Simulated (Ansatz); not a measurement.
# diamond against fcc along group 13

These are results of Ansatz 0.2.0, DFT, r2SCAN, plane waves (500 eV) with PAW, scalar-relativistic, not measurements. (PAW data from PBE, frozen cores regenerated.)

Each structure is relaxed within its symmetry, in the lowest magnetic state of the tried starts. Differences under about 8 meV lie within the error of the k-point mesh.

```
element  E(diamond) − E(fcc) (meV/atom)  V(diamond) (Å³/atom)  V(fcc) (Å³/atom)   state of diamond       state of fcc
      B                               ?                     ?                 ?                  ?                  ?
     Al                             814                 27.37             15.92  spin not included  spin not included
     Ga                             177                 24.10             17.92  spin not included  spin not included
     In                             288                 36.14             26.21  spin not included  spin not included
     Tl                             377                 42.04             29.90  spin not included  spin not included
```

Task: Fill in the row of B.

Result: E(diamond) − E(fcc) (meV/atom): -464; V(diamond) (Å³/atom): 8.33; V(fcc) (Å³/atom): 5.82; state of diamond: spin not included; state of fcc: spin not included.
